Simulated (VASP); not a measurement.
Here is a VASP 6.6.1 calculation.

The input INCAR:

```
SYSTEM = GaN
ALGO     = Fast           ! electronic algorithm
EDIFF    = 1E-6           ! SCF threshold, eV
EDIFFG   = -0.005         ! ionic threshold
ENCUT    = 600            ! plane-wave cutoff, eV
GGA      = PE             ! functional
IBRION   = 2              ! ionic algorithm
ISIF     = 3              ! what is computed and relaxed
ISMEAR   = -1             ! smearing method
LASPH    = .TRUE.         ! aspherical terms in the spheres
LCHARG   = .FALSE.        ! write CHGCAR
LREAL    = .FALSE.        ! projectors in reciprocal space
LWAVE    = .FALSE.        ! write WAVECAR
NELM     = 60             ! most SCF steps
NSW      = 80             ! ionic steps
PREC     = Accurate       ! precision mode
SIGMA    = 0.02           ! smearing width, eV
```

Contents of KPOINTS:

```
k-points
0
G
  8 8 8
  0 0 0
```

The input POSCAR:

```
GaN
1.0
    0.0000000000      2.2535006075      2.2535006075
    2.2535006075      0.0000000000      2.2535006075
    2.2535006075      2.2535006075      0.0000000000
Ga N
1 1
Direct
    0.0000000000      0.0000000000      0.0000000000
    0.7500000000      0.7500000000      0.7500000000
```

Potentials or basis: VASP PAW PBE potentials, release 64 (Ga_d, N).

Run with:

```console
$ cat potpaw_PBE.64/Ga_d/POTCAR potpaw_PBE.64/N/POTCAR > POTCAR
$ mpirun -np 1 vasp_std > vasp.out
```

(1) What does it give for the space group after relaxing (to 0.05 Å)?

(2) Estimate the band gap on the k mesh.

(3) Predict the relaxed cell.

Answers

(1) F-43m (No. 216).

(2) 1.55 eV, direct.

(3) a = 3.216 Å, b = 3.216 Å, c = 3.216 Å, α = 60.00°, β = 60.00°, γ = 60.00°.
